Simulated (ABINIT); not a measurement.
# TaN (Fm-3m) in ABINIT: settings compared

Aim: see how the results for TaN move with the level of theory and the settings. Levels: r2SCAN, PBEsol. Tasks: single point.

Program: ABINIT 10.8.3 (patched build). These are calculated values, not measurements. Logs are shortened: lines on timing, memory, paths and dates and some standing lists are left out, and cuts for length are marked. The log counts tension as positive stress, the text compression.

## (1) Starting point

Symmetry: Fm-3m, No. 225, cubic system. The conventional cell has a = 4.423 Å, b = 4.423 Å, c = 4.423 Å, α = 90.00°, β = 90.00°, γ = 90.00°. Ta (site symmetry m-3m) is surrounded by 6 N at 2.21 Å. N (site symmetry m-3m) is surrounded by 6 Ta at 2.21 Å.

The cell comes from a database or a generator and needn't be the stable form of this composition.

## (2) Single point, r2SCAN

run.abi

```
# Pseudopotentials
pp_dirpath "./"
pseudos "Ta.GGA_PBE-JTH.xml, N.GGA_PBE-JTH.xml"

# Structure
acell 5.9097083415 5.9097083415 5.9097083415
rprim
     0.0000000000     0.7071067812     0.7071067812
     0.7071067812     0.0000000000     0.7071067812
     0.7071067812     0.7071067812     0.0000000000
ntypat 2
znucl 73 7
natom 2
typat 1 2
xred
     0.5000000000     0.5000000000     0.5000000000
     0.0000000000     0.0000000000     0.0000000000

# Plane-wave basis
ecut 30.0
pawecutdg 52.0

# k points
kptopt 1
ngkpt 6 6 6
nshiftk 1
shiftk 0.0 0.0 0.0

# Exchange and correlation
ixc -497498
usekden 1
pawxcdev 0

# Bands and occupations
nband 13
occopt 3
tsmear 0.00183747

# SCF cycle
nstep 100
tolvrs 1.0e-7

# Output
iomode 3
prtwf 0
prtden 0
prteig 0
prtebands 0
enunit 2
prtvol 2
```

Potentials or basis: JTH PAW PBE v2.0.

On the command line:

```console
$ abinit run.abi > log 2>&1
```

run.abo:

```text
.Version 10.8.3 of ABINIT
 Symmetries : space group Fm -3 m (#225); Bravais cF (face-center cubic)
================================================================================
 Values of the parameters that define the memory need of the present run
     intxc =       0    ionmov =       0      iscf =      17    lmnmax =      18
     lnmax =       6     mgfft =      30  mpssoang =       3    mqgrid =    3001
     natom =       2  nloc_mem =       2    nspden =       1   nspinor =       1
    nsppol =       1      nsym =      48    n1xccc =       1    ntypat =       2
    occopt =       3   xclevel =       2
       mpw =        1167          nfft =       27000          nkpt =          16
 PAW method is used; the additional fine FFT grid is defined by:
   mgfftf=        40    nfftf =     64000
================================================================================
================================================================================

--------------------------------------------------------------------------------
------------- Echo of variables that govern the present computation ------------
--------------------------------------------------------------------------------
 -outvars: echo values of preprocessed input variables --------
            acell      5.9097083415E+00  5.9097083415E+00  5.9097083415E+00 Bohr
              amu      1.80947900E+02  1.40067400E+01
             ecut      3.00000000E+01 Hartree
           enunit           2
              ixc     -497498
         kptrlatt        6    0    0      0    6    0      0    0    6
          kptrlen      3.54582500E+01
            natom           2
            nband          13
            ngfft          30      30      30
          ngfftdg          40      40      40
             nkpt          16
            nstep         100
             nsym          48
           ntypat           2
           occopt           3
        pawecutdg      5.20000000E+01 Hartree
         pawxcdev           0
           prtden           0
        prtebands           0
           prteig           0
          prtkden           1
           prtvol           2
            prtwf           0
            rprim      0.0000000000E+00  7.0710678120E-01  7.0710678120E-01
                       7.0710678120E-01  0.0000000000E+00  7.0710678120E-01
                       7.0710678120E-01  7.0710678120E-01  0.0000000000E+00
          spgroup         225
           tolvrs      1.00000000E-07
           tsmear      1.83747000E-03 Hartree
            typat      1  2
          usekden           1
           useylm           1
           xangst      2.2113229986E+00  2.2113229986E+00  2.2113229986E+00
                       0.0000000000E+00  0.0000000000E+00  0.0000000000E+00
            xcart      4.1787948432E+00  4.1787948432E+00  4.1787948432E+00
                       0.0000000000E+00  0.0000000000E+00  0.0000000000E+00
             xred      5.0000000000E-01  5.0000000000E-01  5.0000000000E-01
                       0.0000000000E+00  0.0000000000E+00  0.0000000000E+00
            znucl       73.00000    7.00000

================================================================================

 chkinp: Checking input parameters for consistency.

================================================================================
== DATASET  1 ==================================================================

--- !DatasetInfo
iteration_state: {dtset: 1, }
dimensions: {natom: 2, nkpt: 16, mband: 13, nsppol: 1, nspinor: 1, nspden: 1, mpw: 1167, }
cutoff_energies: {ecut:  30.0, pawecutdg:  52.0, }
electrons: {nelect:   1.80000000E+01, charge:   0.00000000E+00, occopt:   3.00000000E+00, tsmear:   1.83747000E-03, }
meta: {optdriver: 0, ionmov: 0, optcell: 0, iscf: 17, paral_kgb: 0, }
...

 Real(R)+Recip(G) space primitive vectors, cartesian coordinates (Bohr,Bohr^-1):
 R(1)=  0.0000000  4.1787948  4.1787948  G(1)= -0.1196517  0.1196517  0.1196517
 R(2)=  4.1787948  0.0000000  4.1787948  G(2)=  0.1196517 -0.1196517  0.1196517
 R(3)=  4.1787948  4.1787948  0.0000000  G(3)=  0.1196517  0.1196517 -0.1196517
 Unit cell volume ucvol=  1.4594296E+02 bohr^3
 Angles (23,13,12)=  6.00000000E+01  6.00000000E+01  6.00000000E+01 degrees

 Coarse grid specifications (used for wave-functions):

 getcut: wavevector=  0.0000  0.0000  0.0000  ngfft=  30  30  30
         ecut(hartree)=     30.000   => boxcut(ratio)=   2.06116

 Fine grid specifications (used for densities):

 getcut: wavevector=  0.0000  0.0000  0.0000  ngfft=  40  40  40
         ecut(hartree)=     52.000   => boxcut(ratio)=   2.08510

--- Pseudopotential description ------------------------------------------------
- pspini: atom type   1  psp file is ./Ta.GGA_PBE-JTH.xml
 Pseudopotential format is: paw10
 basis_size (lnmax)=  6 (lmn_size= 18), orbitals=   0   0   1   1   2   2
 Spheres core radius: rc_sph= 2.41973345
 Shapefunction is SIN type: shapef(r)=[sin(pi*r/rshp)/(pi*r/rshp)]**2
 Radius for shape functions =  2.11065461
 Compensation charge density is not taken into account in XC energy/potential

[... 143 lines left out ...]
    1       0.000000000000      0.000000000000      0.000000000000
    2       0.000000000000      0.000000000000      0.000000000000

 cartesian coordinates (angstrom) at end:
    1      2.21132299855433     2.21132299855433     2.21132299855433
    2      0.00000000000000     0.00000000000000     0.00000000000000

 cartesian forces (hartree/bohr) at end:
    1     -0.00000000000000    -0.00000000000000    -0.00000000000000
    2     -0.00000000000000    -0.00000000000000    -0.00000000000000
 frms,max,avg= 0.0000000E+00 0.0000000E+00   0.000E+00  0.000E+00  0.000E+00 h/b

 cartesian forces (eV/Angstrom) at end:
    1     -0.00000000000000    -0.00000000000000    -0.00000000000000
    2     -0.00000000000000    -0.00000000000000    -0.00000000000000
 frms,max,avg= 0.0000000E+00 0.0000000E+00   0.000E+00  0.000E+00  0.000E+00 e/A
 length scales=  5.909708341500  5.909708341500  5.909708341500 bohr
              =  3.127282975284  3.127282975284  3.127282975284 angstroms
 Fermi (or HOMO) energy (hartree) =   0.22847   Average Vxc (hartree)=  -0.51288
 Eigenvalues (hartree) for nkpt=  16  k points:
 kpt#   1, nband= 13, wtk=  0.00463, kpt=  0.0000  0.0000  0.0000 (reduced coord)
  -2.40690   -1.13969   -1.13969   -1.13969   -0.50151    0.07708    0.07708    0.07708
   0.14954    0.14954    0.14954    0.23225    0.23225
      occupation numbers for kpt#   1
   2.00000    2.00000    2.00000    2.00000    2.00000    2.00000    2.00000    2.00000
   2.00000    2.00000    2.00000    0.22701    0.22700
 kpt#   2, nband= 13, wtk=  0.03704, kpt=  0.1667  0.0000  0.0000 (reduced coord)
  -2.40640   -1.14767   -1.14041   -1.14041   -0.47893   -0.00850    0.02111    0.02111
   0.17790    0.18109    0.18109    0.31028    0.31028
      occupation numbers for kpt#   2
   2.00000    2.00000    2.00000    2.00000    2.00000    2.00000    2.00000    2.00000
   2.00000    2.00000    2.00000    0.00000    0.00000
 kpt#   3, nband= 13, wtk=  0.03704, kpt=  0.3333  0.0000  0.0000 (reduced coord)
  -2.40538   -1.16274   -1.14184   -1.14184   -0.42791   -0.11518   -0.03899   -0.03899
   0.22994    0.24934    0.24934    0.41904    0.43609
      occupation numbers for kpt#   3
   2.00000    2.00000    2.00000    2.00000    2.00000    2.00000    2.00000    2.00000
[... 64 lines left out ...]
      occupation numbers for kpt#  14
   2.00000    2.00000    2.00000    2.00000    2.00000    2.00000    2.00000    2.00000
   2.00000    0.00000    0.00000    0.00000    0.00000
 kpt#  15, nband= 13, wtk=  0.11111, kpt= -0.3333  0.3333  0.1667 (reduced coord)
  -2.40437   -1.16208   -1.15384   -1.14709   -0.42513   -0.09376   -0.03863   -0.03249
   0.22412    0.23271    0.33667    0.39908    0.43450
      occupation numbers for kpt#  15
   2.00000    2.00000    2.00000    2.00000    2.00000    2.00000    2.00000    2.00000
   1.82854    0.18147    0.00000    0.00000    0.00000
 kpt#  16, nband= 13, wtk=  0.05556, kpt= -0.3333  0.5000  0.1667 (reduced coord)
  -2.40420   -1.16132   -1.15358   -1.15035   -0.44011   -0.03516   -0.03487   -0.02405
   0.15000    0.28657    0.35415    0.36123    0.40626
      occupation numbers for kpt#  16
   2.00000    2.00000    2.00000    2.00000    2.00000    2.00000    2.00000    2.00000
   2.00000    0.00000    0.00000    0.00000    0.00000
 Fermi (or HOMO) energy (eV) =   6.21708   Average Vxc (eV)= -13.95617
 Eigenvalues (   eV  ) for nkpt=  16  k points:
 kpt#   1, nband= 13, wtk=  0.00463, kpt=  0.0000  0.0000  0.0000 (reduced coord)
 -65.49520  -31.01257  -31.01257  -31.01257  -13.64685    2.09739    2.09739    2.09739
   4.06914    4.06914    4.06914    6.31985    6.31985
 kpt#   2, nband= 13, wtk=  0.03704, kpt=  0.1667  0.0000  0.0000 (reduced coord)
 -65.48143  -31.22957  -31.03219  -31.03219  -13.03239   -0.23140    0.57445    0.57445
   4.84094    4.92758    4.92758    8.44321    8.44322
 kpt#   3, nband= 13, wtk=  0.03704, kpt=  0.3333  0.0000  0.0000 (reduced coord)
 -65.45378  -31.63983  -31.07098  -31.07098  -11.64394   -3.13413   -1.06109   -1.06109
   6.25701    6.78497    6.78497   11.40279   11.86660
 kpt#   4, nband= 13, wtk=  0.01852, kpt=  0.5000  0.0000  0.0000 (reduced coord)
 -65.43990  -31.83461  -31.09022  -31.09022  -10.77850   -4.47541   -1.65151   -1.65151
   8.05194    8.05194    8.19413   10.16780   13.82473
 kpt#   5, nband= 13, wtk=  0.02778, kpt=  0.1667  0.1667  0.0000 (reduced coord)
 -65.47686  -31.21273  -31.08077  -31.08077  -12.92659   -1.16830    1.22539    1.22539
   2.94671    6.26835    6.26835    6.75982    7.88713
 kpt#   6, nband= 13, wtk=  0.11111, kpt=  0.3333  0.1667  0.0000 (reduced coord)
 -65.45386  -31.50980  -31.13407  -31.13095  -12.07611   -2.54372   -0.43143    0.10216
[... 16 lines left out ...]
 kpt#  12, nband= 13, wtk=  0.05556, kpt= -0.3333  0.3333  0.0000 (reduced coord)
 -65.42625  -31.55275  -31.50642  -31.17377  -11.56931   -2.60834   -0.99670   -0.83099
   5.33431    8.03729    8.05953   10.33255   12.65874
 kpt#  13, nband= 13, wtk=  0.01389, kpt=  0.5000  0.5000  0.0000 (reduced coord)
 -65.42179  -31.70423  -31.28325  -31.28325  -12.43570   -0.85164    0.68417    1.24011
   1.24011    8.34475    9.62749    9.62749   10.71891
 kpt#  14, nband= 13, wtk=  0.11111, kpt=  0.5000  0.3333  0.1667 (reduced coord)
 -65.43547  -31.60036  -31.31398  -31.16633  -11.72931   -2.63063   -0.81541   -0.55776
   4.38382    8.22757    8.64240    9.23031   12.06995
 kpt#  15, nband= 13, wtk=  0.11111, kpt= -0.3333  0.3333  0.1667 (reduced coord)
 -65.42625  -31.62184  -31.39745  -31.21382  -11.56828   -2.55128   -1.05121   -0.88416
   6.09873    6.33232    9.16116   10.85959   11.82346
 kpt#  16, nband= 13, wtk=  0.05556, kpt= -0.3333  0.5000  0.1667 (reduced coord)
 -65.42171  -31.60105  -31.39059  -31.30268  -11.97600   -0.95669   -0.94888   -0.65447
   4.08173    7.79806    9.63681    9.82965   11.05503
 Total charge density [el/Bohr^3]
)     Maximum=    1.1048E+00  at reduced coord.    0.5000    0.5000    0.5000
)Next maximum=    1.0886E+00  at reduced coord.    0.5000    0.5000    0.5250
)     Minimum=    2.3203E-02  at reduced coord.    0.2500    0.2500    0.2500
)Next minimum=    2.3203E-02  at reduced coord.    0.7500    0.7500    0.7500
   Integrated=    1.8000E+01

--- !EnergyTerms
iteration_state     : {dtset: 1, }
comment             : Components of total free energy in Hartree
kinetic             :  1.20260902111672E+01
hartree             :  8.18761171592577E+00
xc                  : -1.02668654366366E+01
Ewald energy        : -6.16881514947373E+01
psp_core            :  9.86716772711602E+00
local_psp           : -1.14147608761282E+01
PAW spherical_terms :  2.62298341093815E+01
internal            : -2.70590740439117E+01
'-kT*entropy'       : -4.58392457707767E-04
total_energy        : -2.70595324363695E+01
total_energy_eV     : -7.36327388761701E+02
...

--- !EnergyTermsDC
iteration_state     : {dtset: 1, }
comment             : '"Double-counting" decomposition of free energy'
band_energy         : -1.25153282633943E+01
Ewald energy        : -6.16881514947373E+01
psp_core            :  9.86716772711602E+00
xc_dc               : -1.10597855458154E+01
PAW spherical_terms :  4.83370876190865E+01
internal            : -2.70590099577445E+01
'-kT*entropy'       : -4.58392457707767E-04
total_energy_dc     : -2.70594683502023E+01
total_energy_dc_eV  : -7.36325644888252E+02
...

--- !EnergyTermsWithPAWCore
iteration_state     : {dtset: 1, }
comment             : 'Components of total free energy, including PAW core contributions'
Total energy        : -1.56602377466894E+04
Total energy DC     : -1.56602376826033E+04
Total energy (eV)   : -4.26136778029058E+05
Total energy DC (eV): -4.26136776285184E+05
...

 Cartesian components of stress tensor (hartree/bohr^3)
  sigma(1 1)=  1.03444977E-04  sigma(3 2)=  0.00000000E+00
  sigma(2 2)=  1.03444977E-04  sigma(3 1)=  0.00000000E+00
  sigma(3 3)=  1.03444977E-04  sigma(2 1)=  0.00000000E+00

-Cartesian components of stress tensor (GPa)         [Pressure= -3.0435E+00 GPa]
- sigma(1 1)=  3.04345629E+00  sigma(3 2)=  0.00000000E+00
- sigma(2 2)=  3.04345629E+00  sigma(3 1)=  0.00000000E+00
- sigma(3 3)=  3.04345629E+00  sigma(2 1)=  0.00000000E+00

== END DATASET(S) ==============================================================
================================================================================

 -outvars: echo values of variables after computation  --------
            acell      5.9097083415E+00  5.9097083415E+00  5.9097083415E+00 Bohr
           etotal     -2.7059468350E+01
            fcart     -0.0000000000E+00 -0.0000000000E+00 -0.0000000000E+00
                      -0.0000000000E+00 -0.0000000000E+00 -0.0000000000E+00
            rprim      0.0000000000E+00  7.0710678120E-01  7.0710678120E-01
                       7.0710678120E-01  0.0000000000E+00  7.0710678120E-01
                       7.0710678120E-01  7.0710678120E-01  0.0000000000E+00
           strten      1.0344497685E-04  1.0344497685E-04  1.0344497685E-04
                       0.0000000000E+00  0.0000000000E+00  0.0000000000E+00
           xangst      2.2113229986E+00  2.2113229986E+00  2.2113229986E+00
                       0.0000000000E+00  0.0000000000E+00  0.0000000000E+00
             xred      5.0000000000E-01  5.0000000000E-01  5.0000000000E-01
                       0.0000000000E+00  0.0000000000E+00  0.0000000000E+00
 Calculation completed.
```

It took 40 s on 1 thread of Arm Neoverse V2, shared host; peak memory 0.12 GiB.

What came out:

* Free energy: -736.3256 eV
* Pressure: -3.0 GPa
* Band gap on the k mesh: none (metal or under the smearing width)
* Valence electrons inside the program's atomic spheres: Ta 10.69; N 2.55

Levels at points of the mesh, in eV from the Fermi level:
```csv
k point,band 7,band 8,band 9,band 10,band 11,band 12
"(0.00, 0.00, 0.00)",-4.12,-4.12,-2.15,-2.15,-2.15,0.10
"(0.50, 0.00, 0.00)",-7.87,-7.87,1.83,1.83,1.98,3.95
"(0.50, 0.50, 0.00)",-5.53,-4.98,-4.98,2.13,3.41,3.41
```

Caveat: the k mesh is coarse (spacing up to 0.41 Å⁻¹), so the values aren't converged; the highest band is partly filled, so the run has too few bands; totals of a meta-GGA on PAW files have another zero than those of a GGA; the PAW data sets were made with another functional, which shifts forces and pressure a little.

## (3) Single point, PBEsol

run.abi

```
# Pseudopotentials
pp_dirpath "./"
pseudos "Ta.GGA_PBE-JTH.xml, N.GGA_PBE-JTH.xml"

# Structure
acell 3*1.0 Angstrom
rprim
     0.0000000000     2.2113230000     2.2113230000
     2.2113230000     0.0000000000     2.2113230000
     2.2113230000     2.2113230000     0.0000000000
ntypat 2
znucl 73 7
natom 2
typat 1 2
xred
     0.5000000000     0.5000000000     0.5000000000
     0.0000000000     0.0000000000     0.0000000000

# Plane-wave basis
ecut 25.0
pawecutdg 47.0

# k points
kptopt 1
ngkpt 8 8 8
nshiftk 1
shiftk 0.0 0.0 0.0

# Exchange and correlation
ixc -116133

# Bands and occupations
nband 13
occopt 3
tsmear 0.05 eV

# SCF cycle
nstep 100
tolvrs 1.0e-9

# Output
iomode 3
prtwf 0
prteig 0
prtebands 0
prtden 1
prtvha 1
prtvclmb 1
prtpot 1
```

Potentials or basis: JTH PAW PBE v2.0.

On the command line:

```console
$ abinit run.abi > log 2>&1
```

Run time: 33 s. Hardware: 1 thread of Arm Neoverse V1, shared host; peak memory 0.12 GiB.

The run converged. Its results:

```yaml
Free_energy: -1880.1972 eV
Band_gap_on_the_k_mesh: none (metal or under the smearing width)
Valence_electrons_inside_the_program's_atomic_spheres: Ta 10.72; N 2.53
```

Levels at points of the mesh, in eV from the Fermi level:
```
           k point  band 7  band 8  band 9  band 10  band 11  band 12
(0.00, 0.00, 0.00)   -3.80   -3.80   -2.13    -2.13    -2.13    -0.02
(0.50, 0.00, 0.00)   -7.51   -7.51    1.81     1.81     1.91     3.68
(0.50, 0.50, 0.00)   -5.44   -4.63   -4.63     1.99     3.42     3.42
```

Caveat: the cutoff is too short for stress, so the log's stress isn't used; the highest band is partly filled, so the run has too few bands; the PAW data sets were made with another functional, which shifts forces and pressure a little.
